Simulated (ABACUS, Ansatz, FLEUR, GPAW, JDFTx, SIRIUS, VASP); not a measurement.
# ZnSe: programs and potentials compared

```xyz
2
Lattice="0.0000 2.8338 2.8338 2.8338 0.0000 2.8338 2.8338 2.8338 0.0000" Properties=species:S:1:pos:R:3 pbc="T T T"
Se    4.2507    4.2507    4.2507
Zn    0.0000    0.0000    0.0000
```

Alike in all runs: task equation of state; functional PBEsol; k mesh 8 × 8 × 8; occupations fermi-dirac, width 0.05 eV; no spin polarisation; no spin-orbit coupling.

| program and potentials | plane-wave cutoff (eV) | notes | equilibrium volume (Å³/atom) | bulk modulus (GPa) |
| --- | --- | --- | --- | --- |
| SIRIUS, all-electron FP-LAPW, apw+lo standard | - | - | 22.33 | 64.3 |
| ABACUS, PseudoDojo NC SR 0.4.1 PBEsol standard, plane waves | 1184 | - | 22.33 | 65.2 |
| VASP, PBE PAW files Se, Zn, 520 eV | 520 | potentials made for PBE | 22.44 | 65.0 |
| FLEUR, all-electron, FLAPW | - | - | 22.35 | 65.3 |
| JDFTx, PseudoDojo-SR-PBEsol-0.4.1-standard with smoothed tails | 1170 | - | 22.33 | 65.2 |
| SIRIUS, PseudoDojo 0.4.1 PBEsol standard (scalar relativistic) | 1177 | - | 22.33 | 65.2 |
| Ansatz, all-electron LAPW, scalar-relativistic | - | - | 22.35 | 65.1 |
| GPAW, PAW data sets generated for this functional | 600 | - | 22.35 | 65.4 |

The equilibrium volume spans 22.33 (ABACUS, PseudoDojo NC SR 0.4.1 PBEsol standard, plane waves) to 22.44 Å³/atom (VASP, PBE PAW files Se, Zn, 520 eV), with all-electron results at 22.33 to 22.35. The bulk modulus spans 64.3 (SIRIUS, all-electron FP-LAPW, apw+lo standard) to 65.4 GPa (GPAW, PAW data sets generated for this functional), with all-electron results at 64.3 to 65.3.

Differences between rows come from potentials, basis sets and numerical settings, since the functional is the same but for its coding. Runs on potential files found faulty are left out.
